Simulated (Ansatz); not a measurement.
**A Ge vacancy next to H started in the widest void in diamond Ge, 64 atoms, charge 0**

Level of theory: Ansatz 0.2.0, DFT, PBEsol, PAW, plane waves.

Command:

```sh
ansatz run in.yaml --threads 8 --pin off --max-ram 118750MiB --runs-dir r --events-out ev --progress --plain --backend cuda --devices 0, --max-vram 170GiB
```

The input less its lattice and atoms (starting moments on atoms near the defect: 3 μB in all):

```yaml
crystal:
  symmetry: { detect: false }
kpoints:
  mp_grid: { grid: [1, 1, 1], shift: [0.25, 0.25, 0.25] }
hamiltonian:
  xc: pbesol
magnetization:
  spin_polarized: true
scf:
  occupations: { method: fermi_dirac, width: 0.01 }
relax:
  f_tol: 0.03
  max_steps: 80
  escape_saddle: false
  adjacent_minimum: "off"
output:
  forces: true
  eigenvalues: true
  populations: true
```

Start:

```xyz
64
Lattice="11.3512 0.0000 0.0000 0.0000 11.3512 0.0000 0.0000 0.0000 11.3512" Properties=species:S:1:pos:R:3 pbc="T T T"
Ge   11.3350    0.0017    0.0062
Ge   11.3479   11.3493    5.6420
Ge    0.0423    5.6535   11.3376
Ge    0.0093    5.6802    5.7053
Ge    5.6822   11.3499   11.3261
Ge    5.6825   11.3329    5.6927
Ge    5.6748    5.6879    0.0170
Ge    1.4316    1.4149    1.4166
Ge    1.4391    1.4021    7.1044
Ge    1.4100    7.0933    1.4145
Ge    1.4089    7.1020    7.1181
Ge    7.1088    1.4157    1.4031
Ge    7.1080    1.3954    7.0750
Ge    7.1270    7.1238    1.3837
Ge    7.0749    7.0867    7.1160
Ge    2.8493    2.8056    0.0085
Ge    2.8238    2.8502    5.6869
Ge    2.8290    8.5428   11.3504
Ge    2.8347    8.5457    5.6665
Ge    8.5171    2.8280    0.0023
Ge    8.5251    2.8495    5.6800
Ge    8.5363    8.5144    0.0187
Ge    8.5242    8.5244    5.6879
Ge    4.2900    4.2829    1.4118
Ge    4.2759    4.2295    7.0844
Ge    4.2590    9.9270    1.4385
Ge    4.2634    9.9093    7.0495
Ge    9.9590    4.2542    1.3839
Ge    9.9284    4.2574    7.1280
Ge    9.9577    9.9374    1.4255
Ge    9.9453    9.9741    7.0882
Ge    2.8130   11.3409    2.8427
Ge    2.8392    0.0086    8.5478
Ge    2.8410    5.6806    2.8502
Ge    2.8591    5.6481    8.5157
Ge    8.5139   11.3484    2.8071
Ge    8.5113   11.3413    8.4918
Ge    8.4772    5.6819    2.8164
Ge    8.5227    5.6733    8.4964
Ge    4.2653    1.4225    4.2591
Ge    4.2498    1.4447    9.8819
Ge    4.2458    7.1210    4.2674
Ge    4.2617    7.1292    9.9050
Ge    9.9326    1.4356    4.2677
Ge    9.9162    1.4164    9.9534
Ge    9.9348    7.1049    4.2478
Ge    9.9575    7.0859    9.9008
Ge    0.0285    2.8233    2.8917
Ge    0.0115    2.8254    8.4728
Ge   11.3499    8.5292    2.8686
Ge   11.3223    8.4880    8.5348
Ge    5.6961    2.8522    2.8333
Ge    5.6720    2.8410    8.5238
Ge    5.6770    8.5746    2.8159
Ge    5.7342    8.5358    8.5376
Ge    1.4235    4.2570    4.2699
Ge    1.3972    4.2774    9.9145
Ge    1.4265    9.9133    4.2542
Ge    1.4341    9.9492    9.9445
Ge    7.0701    4.2483    4.2437
Ge    7.0939    4.2862    9.9491
Ge    7.1048    9.9457    4.2453
Ge    7.1077    9.9712    9.9203
H     4.5301    6.8767    6.8258
```

Steps:

```json
{"step": "start", "energy less the first (eV)": "0.000", "largest force component (eV/Å)": "0.921"}
{"step": "1", "energy less the first (eV)": "-0.911", "largest force component (eV/Å)": "1.157"}
{"step": "2", "energy less the first (eV)": "-1.396", "largest force component (eV/Å)": "1.356"}
{"step": "3", "energy less the first (eV)": "-1.813", "largest force component (eV/Å)": "1.325"}
{"step": "4", "energy less the first (eV)": "-2.121", "largest force component (eV/Å)": "0.777"}
{"step": "5", "energy less the first (eV)": "-2.337", "largest force component (eV/Å)": "0.445"}
{"step": "6", "energy less the first (eV)": "-2.490", "largest force component (eV/Å)": "0.439"}
{"step": "7", "energy less the first (eV)": "-2.582", "largest force component (eV/Å)": "0.197"}
{"step": "8", "energy less the first (eV)": "-2.637", "largest force component (eV/Å)": "0.117"}
{"step": "9", "energy less the first (eV)": "-2.659", "largest force component (eV/Å)": "0.071"}
{"step": "10", "energy less the first (eV)": "-2.661", "largest force component (eV/Å)": "0.230"}
{"step": "11", "energy less the first (eV)": "-2.669", "largest force component (eV/Å)": "0.091"}
{"step": "12", "energy less the first (eV)": "-2.674", "largest force component (eV/Å)": "0.012"}
```

A structure on the way, about -1.40 eV from the start:

```xyz
64
Lattice="11.3512 0.0000 0.0000 0.0000 11.3512 0.0000 0.0000 0.0000 11.3512" Properties=species:S:1:pos:R:3 pbc="T T T"
Ge   11.3503    0.0092    0.0009
Ge   11.3436    0.0056    5.6754
Ge    0.0123    5.6868   11.3394
Ge   11.3483    5.6820    5.6843
Ge    5.6950    0.0161   11.3505
Ge    5.6708    0.0038    5.6697
Ge    5.6669    5.6977    0.0009
Ge    1.4249    1.4200    1.4214
Ge    1.4238    1.4083    7.0962
Ge    1.4212    7.1005    1.4251
Ge    1.4221    7.1038    7.1070
Ge    7.0904    1.4261    1.4156
Ge    7.1054    1.4166    7.0868
Ge    7.1048    7.1139    1.4114
Ge    6.9135    6.9885    6.9934
Ge    2.8506    2.8528    0.0051
Ge    2.8526    2.8489    5.6801
Ge    2.8423    8.5149    0.0016
Ge    2.8362    8.5250    5.6831
Ge    8.5151    2.8445    0.0042
Ge    8.4936    2.8721    5.6641
Ge    8.5316    8.5264   11.3343
Ge    8.4696    8.4861    5.7095
Ge    4.2730    4.2668    1.4340
Ge    4.2918    4.2934    7.0416
Ge    4.2435    9.9385    1.4276
Ge    4.2790    9.9185    7.1069
Ge    9.9481    4.2453    1.4264
Ge    9.9206    4.2661    7.1069
Ge    9.9421    9.9307    1.4257
Ge    9.9317    9.9318    7.0857
Ge    2.8442    0.0072    2.8474
Ge    2.8531   11.3433    8.5060
Ge    2.8596    5.6849    2.8641
Ge    2.8786    5.6832    8.4955
Ge    8.5178    0.0111    2.8288
Ge    8.5199   11.3458    8.5095
Ge    8.4857    5.6724    2.8525
Ge    8.4678    5.7058    8.4835
Ge    4.2664    1.4340    4.2537
Ge    4.2435    1.4339    9.9225
Ge    4.2660    7.0677    4.3445
Ge    4.2744    7.1249    9.9191
Ge    9.9267    1.4345    4.2488
Ge    9.9249    1.4216    9.9260
Ge    9.9117    7.0943    4.2703
Ge    9.9274    7.0808    9.9246
Ge    0.0144    2.8462    2.8502
Ge    0.0024    2.8315    8.5041
Ge   11.3508    8.5065    2.8509
Ge   11.3378    8.5173    8.5172
Ge    5.7043    2.8613    2.8564
Ge    5.7130    2.8615    8.4944
Ge    5.6999    8.5108    2.8630
Ge    5.7358    8.5178    8.5132
Ge    1.4256    4.2686    4.2716
Ge    1.4284    4.2330    9.9310
Ge    1.4140    9.9452    4.2446
Ge    1.4132    9.9374    9.9355
Ge    6.9954    4.3356    4.3378
Ge    7.1046    4.2800    9.9437
Ge    7.1148    9.9418    4.2682
Ge    7.0914    9.9551    9.9456
H     4.8444    6.7586    6.6271
```

End:

```xyz
64
Lattice="11.3512 0.0000 0.0000 0.0000 11.3512 0.0000 0.0000 0.0000 11.3512" Properties=species:S:1:pos:R:3 pbc="T T T"
Ge   11.3335    0.0220    0.0078
Ge   11.3300    0.0157    5.6845
Ge   11.3320    5.7063    0.0073
Ge   11.3270    5.6821    5.6751
Ge    5.6644    0.0183    0.0070
Ge    5.6460    0.0106    5.6746
Ge    5.6469    5.6829    0.0083
Ge    1.3986    1.4407    1.4224
Ge    1.4015    1.4389    7.1020
Ge    1.4083    7.1067    1.4356
Ge    1.3976    7.1132    7.0909
Ge    7.0711    1.4450    1.4339
Ge    7.0866    1.4090    7.1056
Ge    7.0591    7.1013    1.4449
Ge    7.0872    7.1286    7.1121
Ge    2.8335    2.8722    0.0097
Ge    2.8348    2.8717    5.6819
Ge    2.8199    8.5232    0.0029
Ge    2.8449    8.4753    5.6393
Ge    8.4842    2.8628    0.0059
Ge    8.4421    2.8686    5.6618
Ge    8.4890    8.5193    0.0187
Ge    8.4942    8.5354    5.6836
Ge    4.2353    4.2828    1.4554
Ge    4.3533    4.3423    6.9308
Ge    4.2269    9.9314    1.4389
Ge    4.2225    9.9256    7.0824
Ge    9.8871    4.2659    1.4492
Ge    9.8921    4.2632    7.0858
Ge    9.9076    9.9455    1.4264
Ge    9.9195    9.9449    7.1016
Ge    2.8171    0.0170    2.8418
Ge    2.8232    0.0136    8.5074
Ge    2.8599    5.7463    2.8864
Ge    2.8741    5.6925    8.4438
Ge    8.4814    0.0132    2.8466
Ge    8.5017   11.3499    8.5330
Ge    8.4090    5.6698    2.9137
Ge    8.4902    5.6890    8.5136
Ge    4.2371    1.4406    4.2511
Ge    4.2218    1.4428    9.9273
Ge    4.3889    6.9003    4.4512
Ge    4.2410    7.1039    9.9268
Ge    9.9041    1.4373    4.2505
Ge    9.9108    1.4374    9.9399
Ge    9.8932    7.0992    4.2637
Ge    9.9052    7.1020    9.9409
Ge   11.3321    2.8650    2.8500
Ge   11.3292    2.8636    8.5080
Ge   11.3247    8.5216    2.8445
Ge   11.3299    8.5247    8.5249
Ge    5.6845    2.8878    2.8773
Ge    5.6596    2.8789    8.4622
Ge    5.6138    8.4633    2.8929
Ge    5.6538    8.5341    8.5168
Ge    1.4150    4.2848    4.2517
Ge    1.4177    4.2614    9.9183
Ge    1.4027    9.9371    4.2521
Ge    1.3982    9.9459    9.9377
Ge    6.8713    4.3731    4.4486
Ge    7.0644    4.2734    9.9265
Ge    7.0568    9.9267    4.2548
Ge    7.0705    9.9390    9.9499
H     6.1661    6.2567    6.1719
```

The run converged.

Time: 16 s of wall time on one NVIDIA GB200 with 8 processor threads, on a host shared with other runs; peak host memory 2.1 GiB.

Task: How much energy did the relaxation gain, and which atom moved most?

Result: 2.67 eV in 12 steps, from a start with small random displacements (neighbours that lie too close to an added atom are first pushed off); atom 64 (H) moved 1.87 Å, the median atom 0.05 Å (drift of the whole cell removed).

The moment started at 3 μB and ended at 1.0 μB; no other spin state is shown. The one k point has no symmetry partners, which can distort the end along one axis.
